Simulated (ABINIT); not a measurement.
Wanted: the native input for an ABINIT 10.8.3 (patched build) run.

* Task: single point
* Functional: PBEsol
* Potentials or basis: PseudoDojo NC SR PBEsol v0.4.1 standard
* Cutoff: 1143 eV
* k mesh: 9 × 9 × 9
* Occupations: fermi-dirac, width 0.05 eV
* Spin: no spin polarisation

AlRu:

```
Ru Al
1.0
     2.99160    0.00000    0.00000
     0.00000    2.99160    0.00000
     0.00000    0.00000    2.99160
Ru Al
1 1
Cartesian
  1.4868 1.5288 1.4593
  -0.0129 -0.0264 0.0300
```

The cell isn't the ideal one: atoms moved at random, drawn with an rms of 0.05 Å.

The input as run:

run.abi

```
# Pseudopotentials
pp_dirpath "./"
pseudos "Ru.upf, Al.upf"

# Structure
acell 2.9916 2.9916 2.9916 Angstrom
rprim
     1.0000000000     0.0000000000     0.0000000000
     0.0000000000     1.0000000000     0.0000000000
     0.0000000000     0.0000000000     1.0000000000
ntypat 2
znucl 44 13
natom 2
typat 1 2
xred
     0.4970030000     0.5110170000     0.4878020000
    -0.0043240000    -0.0088300000     0.0100190000
chkprim 0
chksymtnons 0
tolsym 1.0e-6

# Plane-wave basis
ecut 42.0

# k points
kptopt 1
ngkpt 9 9 9
nshiftk 1
shiftk 0.0 0.0 0.0

# Exchange and correlation
ixc -116133

# Bands and occupations
nband 14
occopt 3
tsmear 0.05 eV

# SCF cycle
nstep 100
tolvrs 1.0e-10

# Output
iomode 3
prtwf 0
prtden 0
prteig 0
prtebands 0
```

Potentials or basis: PseudoDojo NC SR PBEsol v0.4.1 standard.

Command:

```sh
$ abinit run.abi > log 2>&1
```

It gave:

The pressure is -2.6 GPa, the largest force is 0.700 eV/Å and the band gap on the k mesh is none (metal or under the smearing width). The valence electrons inside the program's atomic spheres are Ru 12.97; Al 0.99.

Run time: 5.9 min on 1 thread of Intel(R) Xeon(R) Platinum 8488C (Sapphire Rapids), with other jobs on the host, peak memory 0.25 GiB.
